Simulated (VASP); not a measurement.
# KBr (Pm-3m) in VASP: settings compared, part 5 of 6

VASP 6.6.1.

## Step 70: Equation of state, PBE, 32.06 Å³/atom

Contents of INCAR:

```
SYSTEM = KBr
PREC = Accurate
ENCUT = 400
EDIFF = 1E-6
ISMEAR = 0
SIGMA = 0.05
LREAL = .False.
LASPH = .True.
NELM = 100
ALGO = Normal
ISIF = 2
LWAVE = .False.
LCHARG = .False.
GGA = PE
ADDGRID = .False.
```

Contents of KPOINTS:

```
Automatic mesh
0
Gamma
  6 6 6
  0 0 0
```

Contents of POSCAR:

```
KBr
1.0
    4.0026527831      0.0000000000      0.0000000000
    0.0000000000      4.0026527831      0.0000000000
    0.0000000000      0.0000000000      4.0026527831
Br K
1 1
Direct
    0.5000000000      0.5000000000      0.5000000000
    0.0000000000      0.0000000000      0.0000000000
```

The run is started by

```sh
$ cat potpaw_PBE.64/Br/POTCAR potpaw_PBE.64/K_pv/POTCAR > POTCAR
$ mpirun -np 1 vasp_std > vasp.out
```

Run time: 5.3 s. Hardware: 1 thread of Intel Xeon Platinum 8488C (Sapphire Rapids), shared host; peak memory 0.15 GiB.

These settings aren't checked as converged: the numbers below hold their error.

Results:

```yaml
Free_energy: -6.0361 eV
Pressure: 0.7 GPa
Band_gap_on_the_k_mesh: 3.95 eV, indirect (least direct gap 4.22 eV)
```

## Step 71: Equation of state, PBE, 34.05 Å³/atom

INCAR is that of step 70.

KPOINTS is that of step 70.

Contents of POSCAR:

```
KBr
1.0
    4.0835362474      0.0000000000      0.0000000000
    0.0000000000      4.0835362474      0.0000000000
    0.0000000000      0.0000000000      4.0835362474
Br K
1 1
Direct
    0.5000000000      0.5000000000      0.5000000000
    0.0000000000      0.0000000000      0.0000000000
```

The run is started by

```sh
$ cat potpaw_PBE.64/Br/POTCAR potpaw_PBE.64/K_pv/POTCAR > POTCAR
$ mpirun -np 1 vasp_std > vasp.out
```

It took 5.4 s on 1 thread of Intel Xeon Platinum 8488C (Sapphire Rapids), shared host; peak memory 0.16 GiB.

The run converged, but some of its settings lie outside the range that counts as converged, so its numbers aren't taken as properties of the crystal.

Results:

```
Free energy            : -6.0406 eV
Pressure               : -0.3 GPa
Band gap on the k mesh : 3.77 eV, indirect (least direct gap 4.02 eV)
```

## Step 72: Equation of state, PBE, 32.06 Å³/atom

INCAR: that of step 71 with these lines changed.

```diff
@@ -2,3 +2,3 @@
 PREC = Accurate
-ENCUT = 400
+ENCUT = 450
 EDIFF = 1E-6
```

KPOINTS is that of step 71.

Contents of POSCAR:

```
KBr
1.0
    4.0026527831      0.0000000000      0.0000000000
    0.0000000000      4.0026527831      0.0000000000
    0.0000000000      0.0000000000      4.0026527831
Br K
1 1
Direct
    0.5000000000      0.5000000000      0.5000000000
    0.0000000000      0.0000000000      0.0000000000
```

Potentials or basis: VASP PAW PBE potentials, release 64 (Br, K_pv).

The run is started by

```sh
$ cat potpaw_PBE.64/Br/POTCAR potpaw_PBE.64/K_pv/POTCAR > POTCAR
$ mpirun -np 1 vasp_std > vasp.out
```

Run time: 5.5 s. Hardware: 1 thread of Intel Xeon Platinum 8488C (Sapphire Rapids), shared host; peak memory 0.16 GiB.

The run converged, but some of its settings lie outside the range that counts as converged, so its numbers aren't taken as properties of the crystal.

Results:

```
Free energy            : -6.0363 eV
Pressure               : 0.7 GPa
Band gap on the k mesh : 3.95 eV, indirect (least direct gap 4.22 eV)
```

## Step 73: Equation of state, PBE, 34.05 Å³/atom

INCAR is that of step 72.

KPOINTS is that of step 72.

Contents of POSCAR:

```
KBr
1.0
    4.0835362474      0.0000000000      0.0000000000
    0.0000000000      4.0835362474      0.0000000000
    0.0000000000      0.0000000000      4.0835362474
Br K
1 1
Direct
    0.5000000000      0.5000000000      0.5000000000
    0.0000000000      0.0000000000      0.0000000000
```

The run is started by

```sh
$ cat potpaw_PBE.64/Br/POTCAR potpaw_PBE.64/K_pv/POTCAR > POTCAR
$ mpirun -np 1 vasp_std > vasp.out
```

Run time: 5.4 s. Hardware: 1 thread of Intel Xeon Platinum 8488C (Sapphire Rapids), shared host; peak memory 0.16 GiB.

The run converged, but some of its settings lie outside the range that counts as converged, so its numbers aren't taken as properties of the crystal.

What came out:

```
Free energy            : -6.0408 eV
Pressure               : -0.3 GPa
Band gap on the k mesh : 3.77 eV, indirect (least direct gap 4.02 eV)
```

## Step 74: Equation of state, PBE, 32.06 Å³/atom

INCAR: that of step 73 with these lines changed.

```diff
@@ -2,3 +2,3 @@
 PREC = Accurate
-ENCUT = 450
+ENCUT = 350
 EDIFF = 1E-6
```

Contents of KPOINTS:

```
Automatic mesh
0
Gamma
  7 7 7
  0 0 0
```

Contents of POSCAR:

```
KBr
1.0
    4.0026527831      0.0000000000      0.0000000000
    0.0000000000      4.0026527831      0.0000000000
    0.0000000000      0.0000000000      4.0026527831
Br K
1 1
Direct
    0.5000000000      0.5000000000      0.5000000000
    0.0000000000      0.0000000000      0.0000000000
```

The run is started by

```sh
$ cat potpaw_PBE.64/Br/POTCAR potpaw_PBE.64/K_pv/POTCAR > POTCAR
$ mpirun -np 1 vasp_std > vasp.out
```

Wall time 3.8 s (1 thread of Intel Xeon Platinum 8488C (Sapphire Rapids), shared host); peak memory 0.14 GiB.

The run converged, but some of its settings lie outside the range that counts as converged, so its numbers aren't taken as properties of the crystal.

What came out:

| Quantity | Value |
| --- | --- |
| Free energy | -6.0361 eV |
| Pressure | 0.7 GPa |
| Band gap on the k mesh | 3.98 eV, indirect (least direct gap 4.22 eV) |

Caveat: an odd mesh through Γ misses points on the zone boundary, where band edges often lie.

## Step 75: Equation of state, PBE, 34.05 Å³/atom

INCAR is that of step 74.

KPOINTS is that of step 74.

Contents of POSCAR:

```
KBr
1.0
    4.0835362474      0.0000000000      0.0000000000
    0.0000000000      4.0835362474      0.0000000000
    0.0000000000      0.0000000000      4.0835362474
Br K
1 1
Direct
    0.5000000000      0.5000000000      0.5000000000
    0.0000000000      0.0000000000      0.0000000000
```

Potentials or basis: VASP PAW PBE potentials, release 64 (Br, K_pv).

The run is started by

```sh
$ cat potpaw_PBE.64/Br/POTCAR potpaw_PBE.64/K_pv/POTCAR > POTCAR
$ mpirun -np 1 vasp_std > vasp.out
```

It took 5.2 s on 1 thread of Intel Xeon Platinum 8488C (Sapphire Rapids), shared host; peak memory 0.15 GiB.

These settings aren't checked as converged: the numbers below hold their error.

Results:

```yaml
Free_energy: -6.0406 eV
Pressure: -0.3 GPa
Band_gap_on_the_k_mesh: 3.79 eV, indirect (least direct gap 4.02 eV)
```

Caveat: an odd mesh through Γ misses points on the zone boundary, where band edges often lie.

## Step 76: Equation of state, PBE, 32.06 Å³/atom

INCAR: that of step 75 with these lines changed.

```diff
@@ -2,3 +2,3 @@
 PREC = Accurate
-ENCUT = 350
+ENCUT = 700
 EDIFF = 1E-6
```

Contents of KPOINTS:

```
Automatic mesh
0
Gamma
  5 5 5
  0 0 0
```

Contents of POSCAR:

```
KBr
1.0
    4.0026527831      0.0000000000      0.0000000000
    0.0000000000      4.0026527831      0.0000000000
    0.0000000000      0.0000000000      4.0026527831
Br K
1 1
Direct
    0.5000000000      0.5000000000      0.5000000000
    0.0000000000      0.0000000000      0.0000000000
```

The run is started by

```sh
$ cat potpaw_PBE.64/Br/POTCAR potpaw_PBE.64/K_pv/POTCAR > POTCAR
$ mpirun -np 1 vasp_std > vasp.out
```

Run time: 6.4 s. Hardware: 1 thread of Intel Xeon Platinum 8488C (Sapphire Rapids), shared host; peak memory 0.2 GiB.

These settings aren't checked as converged: the numbers below hold their error.

What came out:

```
Free energy            : -6.0357 eV
Pressure               : 0.7 GPa
Band gap on the k mesh : 4.00 eV, indirect (least direct gap 4.22 eV)
```

Caveat: an odd mesh through Γ misses points on the zone boundary, where band edges often lie.

## Step 77: Equation of state, PBE, 34.05 Å³/atom

INCAR is that of step 76.

KPOINTS is that of step 76.

Contents of POSCAR:

```
KBr
1.0
    4.0835362474      0.0000000000      0.0000000000
    0.0000000000      4.0835362474      0.0000000000
    0.0000000000      0.0000000000      4.0835362474
Br K
1 1
Direct
    0.5000000000      0.5000000000      0.5000000000
    0.0000000000      0.0000000000      0.0000000000
```

The run is started by

```sh
$ cat potpaw_PBE.64/Br/POTCAR potpaw_PBE.64/K_pv/POTCAR > POTCAR
$ mpirun -np 1 vasp_std > vasp.out
```

It took 6.9 s on 1 thread of Intel Xeon Platinum 8488C (Sapphire Rapids), shared host; peak memory 0.21 GiB.

These settings aren't checked as converged: the numbers below hold their error.

What came out:

| Item | Value |
| --- | --- |
| Free energy | -6.0403 eV |
| Pressure | -0.3 GPa |
| Band gap on the k mesh | 3.81 eV, indirect (least direct gap 4.02 eV) |

Caveat: an odd mesh through Γ misses points on the zone boundary, where band edges often lie.

## Step 78: Equation of state, PBE, 32.06 Å³/atom

INCAR: that of step 77 with these lines changed.

```diff
@@ -2,3 +2,3 @@
 PREC = Accurate
-ENCUT = 700
+ENCUT = 400
 EDIFF = 1E-6
```

Contents of KPOINTS:

```
Automatic mesh
0
Gamma
  7 7 7
  0 0 0
```

Contents of POSCAR:

```
KBr
1.0
    4.0026527831      0.0000000000      0.0000000000
    0.0000000000      4.0026527831      0.0000000000
    0.0000000000      0.0000000000      4.0026527831
Br K
1 1
Direct
    0.5000000000      0.5000000000      0.5000000000
    0.0000000000      0.0000000000      0.0000000000
```

Potentials or basis: VASP PAW PBE potentials, release 64 (Br, K_pv).

The run is started by

```sh
$ cat potpaw_PBE.64/Br/POTCAR potpaw_PBE.64/K_pv/POTCAR > POTCAR
$ mpirun -np 1 vasp_std > vasp.out
```

Run time: 5.5 s. Hardware: 1 thread of Intel Xeon Platinum 8488C (Sapphire Rapids), shared host; peak memory 0.15 GiB.

The run converged, but some of its settings lie outside the range that counts as converged, so its numbers aren't taken as properties of the crystal.

What came out:

* Free energy: -6.0362 eV
* Pressure: 0.6 GPa
* Band gap on the k mesh: 3.98 eV, indirect (least direct gap 4.22 eV)

Caveat: an odd mesh through Γ misses points on the zone boundary, where band edges often lie.

## Step 79: Equation of state, PBE, 34.05 Å³/atom

INCAR is that of step 78.

KPOINTS is that of step 78.

Contents of POSCAR:

```
KBr
1.0
    4.0835362474      0.0000000000      0.0000000000
    0.0000000000      4.0835362474      0.0000000000
    0.0000000000      0.0000000000      4.0835362474
Br K
1 1
Direct
    0.5000000000      0.5000000000      0.5000000000
    0.0000000000      0.0000000000      0.0000000000
```

The run is started by

```sh
$ cat potpaw_PBE.64/Br/POTCAR potpaw_PBE.64/K_pv/POTCAR > POTCAR
$ mpirun -np 1 vasp_std > vasp.out
```

Wall time 5.6 s (1 thread of Intel Xeon Platinum 8488C (Sapphire Rapids), shared host); peak memory 0.16 GiB.

These settings aren't checked as converged: the numbers below hold their error.

What came out:

- Free energy: -6.0407 eV
- Pressure: -0.3 GPa
- Band gap on the k mesh: 3.79 eV, indirect (least direct gap 4.02 eV)

Caveat: an odd mesh through Γ misses points on the zone boundary, where band edges often lie.

## Step 80: Equation of state, PBE, 32.06 Å³/atom

INCAR: that of step 79 with these lines changed.

```diff
@@ -2,3 +2,3 @@
 PREC = Accurate
-ENCUT = 400
+ENCUT = 550
 EDIFF = 1E-6
```

Contents of KPOINTS:

```
Automatic mesh
0
Gamma
  6 6 6
  0 0 0
```

Contents of POSCAR:

```
KBr
1.0
    4.0026527831      0.0000000000      0.0000000000
    0.0000000000      4.0026527831      0.0000000000
    0.0000000000      0.0000000000      4.0026527831
Br K
1 1
Direct
    0.5000000000      0.5000000000      0.5000000000
    0.0000000000      0.0000000000      0.0000000000
```

The run is started by

```sh
$ cat potpaw_PBE.64/Br/POTCAR potpaw_PBE.64/K_pv/POTCAR > POTCAR
$ mpirun -np 1 vasp_std > vasp.out
```

Wall time 6.3 s (1 thread of Intel Xeon Platinum 8488C (Sapphire Rapids), shared host); peak memory 0.18 GiB.

These settings aren't checked as converged: the numbers below hold their error.

What came out:

```yaml
Free_energy: -6.0364 eV
Pressure: 0.7 GPa
Band_gap_on_the_k_mesh: 3.95 eV, indirect (least direct gap 4.22 eV)
```

## Step 81: Equation of state, PBE, 34.05 Å³/atom

INCAR is that of step 80.

KPOINTS is that of step 80.

Contents of POSCAR:

```
KBr
1.0
    4.0835362474      0.0000000000      0.0000000000
    0.0000000000      4.0835362474      0.0000000000
    0.0000000000      0.0000000000      4.0835362474
Br K
1 1
Direct
    0.5000000000      0.5000000000      0.5000000000
    0.0000000000      0.0000000000      0.0000000000
```

Potentials or basis: VASP PAW PBE potentials, release 64 (Br, K_pv).

The run is started by

```sh
$ cat potpaw_PBE.64/Br/POTCAR potpaw_PBE.64/K_pv/POTCAR > POTCAR
$ mpirun -np 1 vasp_std > vasp.out
```

Wall time 6.7 s (1 thread of Intel Xeon Platinum 8488C (Sapphire Rapids), shared host); peak memory 0.18 GiB.

These settings aren't checked as converged: the numbers below hold their error.

Results:

| Property | Result |
| --- | --- |
| Free energy | -6.0409 eV |
| Pressure | -0.3 GPa |
| Band gap on the k mesh | 3.77 eV, indirect (least direct gap 4.02 eV) |

## Step 82: Equation of state, PBE, 32.06 Å³/atom

INCAR: that of step 81 with these lines changed.

```diff
@@ -2,3 +2,3 @@
 PREC = Accurate
-ENCUT = 550
+ENCUT = 450
 EDIFF = 1E-6
```

Contents of KPOINTS:

```
Automatic mesh
0
Gamma
  7 7 7
  0 0 0
```

Contents of POSCAR:

```
KBr
1.0
    4.0026527831      0.0000000000      0.0000000000
    0.0000000000      4.0026527831      0.0000000000
    0.0000000000      0.0000000000      4.0026527831
Br K
1 1
Direct
    0.5000000000      0.5000000000      0.5000000000
    0.0000000000      0.0000000000      0.0000000000
```

The run is started by

```sh
$ cat potpaw_PBE.64/Br/POTCAR potpaw_PBE.64/K_pv/POTCAR > POTCAR
$ mpirun -np 1 vasp_std > vasp.out
```

Run time: 5.7 s. Hardware: 1 thread of Intel Xeon Platinum 8488C (Sapphire Rapids), shared host; peak memory 0.16 GiB.

The run converged, but some of its settings lie outside the range that counts as converged, so its numbers aren't taken as properties of the crystal.

Results:

* Free energy: -6.0364 eV
* Pressure: 0.7 GPa
* Band gap on the k mesh: 3.98 eV, indirect (least direct gap 4.22 eV)

Caveat: an odd mesh through Γ misses points on the zone boundary, where band edges often lie.

## Step 83: Equation of state, PBE, 34.05 Å³/atom

INCAR is that of step 82.

KPOINTS is that of step 82.

Contents of POSCAR:

```
KBr
1.0
    4.0835362474      0.0000000000      0.0000000000
    0.0000000000      4.0835362474      0.0000000000
    0.0000000000      0.0000000000      4.0835362474
Br K
1 1
Direct
    0.5000000000      0.5000000000      0.5000000000
    0.0000000000      0.0000000000      0.0000000000
```

The run is started by

```sh
$ cat potpaw_PBE.64/Br/POTCAR potpaw_PBE.64/K_pv/POTCAR > POTCAR
$ mpirun -np 1 vasp_std > vasp.out
```

Wall time 5.9 s (1 thread of Intel Xeon Platinum 8488C (Sapphire Rapids), shared host); peak memory 0.16 GiB.

The run converged, but some of its settings lie outside the range that counts as converged, so its numbers aren't taken as properties of the crystal.

Results:

* Free energy: -6.0409 eV
* Pressure: -0.3 GPa
* Band gap on the k mesh: 3.79 eV, indirect (least direct gap 4.02 eV)

Caveat: an odd mesh through Γ misses points on the zone boundary, where band edges often lie.

## Step 84: Equation of state, PBE, 32.06 Å³/atom

INCAR: that of step 83 with these lines changed.

```diff
@@ -4,3 +4,3 @@
 EDIFF = 1E-6
-ISMEAR = 0
+ISMEAR = -5
 SIGMA = 0.05
```

KPOINTS is that of step 83.

Contents of POSCAR:

```
KBr
1.0
    4.0026527831      0.0000000000      0.0000000000
    0.0000000000      4.0026527831      0.0000000000
    0.0000000000      0.0000000000      4.0026527831
Br K
1 1
Direct
    0.5000000000      0.5000000000      0.5000000000
    0.0000000000      0.0000000000      0.0000000000
```

Potentials or basis: VASP PAW PBE potentials, release 64 (Br, K_pv).

The run is started by

```sh
$ cat potpaw_PBE.64/Br/POTCAR potpaw_PBE.64/K_pv/POTCAR > POTCAR
$ mpirun -np 1 vasp_std > vasp.out
```

It took 5.6 s on 1 thread of Intel Xeon Platinum 8488C (Sapphire Rapids), shared host; peak memory 0.16 GiB.

These settings aren't checked as converged: the numbers below hold their error.

Results:

```
Free energy            : -6.0364 eV
Pressure               : 0.7 GPa
Band gap on the k mesh : 3.98 eV, indirect (least direct gap 4.22 eV)
```

Caveat: an odd mesh through Γ misses points on the zone boundary, where band edges often lie.

## Step 85: Equation of state, PBE, 34.05 Å³/atom

INCAR is that of step 84.

KPOINTS is that of step 84.

Contents of POSCAR:

```
KBr
1.0
    4.0835362474      0.0000000000      0.0000000000
    0.0000000000      4.0835362474      0.0000000000
    0.0000000000      0.0000000000      4.0835362474
Br K
1 1
Direct
    0.5000000000      0.5000000000      0.5000000000
    0.0000000000      0.0000000000      0.0000000000
```

The run is started by

```sh
$ cat potpaw_PBE.64/Br/POTCAR potpaw_PBE.64/K_pv/POTCAR > POTCAR
$ mpirun -np 1 vasp_std > vasp.out
```

Wall time 5.6 s (1 thread of Intel Xeon Platinum 8488C (Sapphire Rapids), shared host); peak memory 0.16 GiB.

These settings aren't checked as converged: the numbers below hold their error.

Results:

| Property | Result |
| --- | --- |
| Free energy | -6.0409 eV |
| Pressure | -0.3 GPa |
| Band gap on the k mesh | 3.79 eV, indirect (least direct gap 4.02 eV) |

Caveat: an odd mesh through Γ misses points on the zone boundary, where band edges often lie.

## Step 86: Equation of state, PBE, 32.06 Å³/atom

INCAR: that of step 85 with these lines changed.

```diff
@@ -2,5 +2,5 @@
 PREC = Accurate
-ENCUT = 450
+ENCUT = 900
 EDIFF = 1E-6
-ISMEAR = -5
+ISMEAR = 0
 SIGMA = 0.05
```

Contents of KPOINTS:

```
Automatic mesh
0
Gamma
  5 5 5
  0 0 0
```

Contents of POSCAR:

```
KBr
1.0
    4.0026527831      0.0000000000      0.0000000000
    0.0000000000      4.0026527831      0.0000000000
    0.0000000000      0.0000000000      4.0026527831
Br K
1 1
Direct
    0.5000000000      0.5000000000      0.5000000000
    0.0000000000      0.0000000000      0.0000000000
```

The run is started by

```sh
$ cat potpaw_PBE.64/Br/POTCAR potpaw_PBE.64/K_pv/POTCAR > POTCAR
$ mpirun -np 1 vasp_std > vasp.out
```

It took 9.2 s on 1 thread of Intel Xeon Platinum 8488C (Sapphire Rapids), shared host; peak memory 0.25 GiB.

The run converged, but some of its settings lie outside the range that counts as converged, so its numbers aren't taken as properties of the crystal.

Results:

```yaml
Free_energy: -6.0357 eV
Pressure: 0.7 GPa
Band_gap_on_the_k_mesh: 4.00 eV, indirect (least direct gap 4.22 eV)
```

Caveat: an odd mesh through Γ misses points on the zone boundary, where band edges often lie.

## Step 87: Equation of state, PBE, 34.05 Å³/atom

INCAR is that of step 86.

KPOINTS is that of step 86.

Contents of POSCAR:

```
KBr
1.0
    4.0835362474      0.0000000000      0.0000000000
    0.0000000000      4.0835362474      0.0000000000
    0.0000000000      0.0000000000      4.0835362474
Br K
1 1
Direct
    0.5000000000      0.5000000000      0.5000000000
    0.0000000000      0.0000000000      0.0000000000
```

Potentials or basis: VASP PAW PBE potentials, release 64 (Br, K_pv).

The run is started by

```sh
$ cat potpaw_PBE.64/Br/POTCAR potpaw_PBE.64/K_pv/POTCAR > POTCAR
$ mpirun -np 1 vasp_std > vasp.out
```

Wall time 9 s (1 thread of Intel Xeon Platinum 8488C (Sapphire Rapids), shared host); peak memory 0.24 GiB.

The run converged, but some of its settings lie outside the range that counts as converged, so its numbers aren't taken as properties of the crystal.

Results:

```yaml
Free_energy: -6.0403 eV
Pressure: -0.3 GPa
Band_gap_on_the_k_mesh: 3.81 eV, indirect (least direct gap 4.02 eV)
```

Caveat: an odd mesh through Γ misses points on the zone boundary, where band edges often lie.

## Step 88: Equation of state, PBE, 32.06 Å³/atom

INCAR: that of step 87 with these lines changed.

```diff
@@ -2,3 +2,3 @@
 PREC = Accurate
-ENCUT = 900
+ENCUT = 550
 EDIFF = 1E-6
```

Contents of KPOINTS:

```
Automatic mesh
0
Gamma
  7 7 7
  0 0 0
```

Contents of POSCAR:

```
KBr
1.0
    4.0026527831      0.0000000000      0.0000000000
    0.0000000000      4.0026527831      0.0000000000
    0.0000000000      0.0000000000      4.0026527831
Br K
1 1
Direct
    0.5000000000      0.5000000000      0.5000000000
    0.0000000000      0.0000000000      0.0000000000
```

The run is started by

```sh
$ cat potpaw_PBE.64/Br/POTCAR potpaw_PBE.64/K_pv/POTCAR > POTCAR
$ mpirun -np 1 vasp_std > vasp.out
```

Run time: 6.5 s. Hardware: 1 thread of Intel Xeon Platinum 8488C (Sapphire Rapids), shared host; peak memory 0.18 GiB.

The run converged, but some of its settings lie outside the range that counts as converged, so its numbers aren't taken as properties of the crystal.

Results:

- Free energy: -6.0365 eV
- Pressure: 0.7 GPa
- Band gap on the k mesh: 3.98 eV, indirect (least direct gap 4.22 eV)

Caveat: an odd mesh through Γ misses points on the zone boundary, where band edges often lie.

## Step 89: Equation of state, PBE, 34.05 Å³/atom

INCAR is that of step 88.

KPOINTS is that of step 88.

Contents of POSCAR:

```
KBr
1.0
    4.0835362474      0.0000000000      0.0000000000
    0.0000000000      4.0835362474      0.0000000000
    0.0000000000      0.0000000000      4.0835362474
Br K
1 1
Direct
    0.5000000000      0.5000000000      0.5000000000
    0.0000000000      0.0000000000      0.0000000000
```

The run is started by

```sh
$ cat potpaw_PBE.64/Br/POTCAR potpaw_PBE.64/K_pv/POTCAR > POTCAR
$ mpirun -np 1 vasp_std > vasp.out
```

It took 6.5 s on 1 thread of Intel Xeon Platinum 8488C (Sapphire Rapids), shared host; peak memory 0.18 GiB.

These settings aren't checked as converged: the numbers below hold their error.

Results:

| Item | Value |
| --- | --- |
| Free energy | -6.0410 eV |
| Pressure | -0.3 GPa |
| Band gap on the k mesh | 3.79 eV, indirect (least direct gap 4.02 eV) |

Caveat: an odd mesh through Γ misses points on the zone boundary, where band edges often lie.

[end of part 5 of 6]
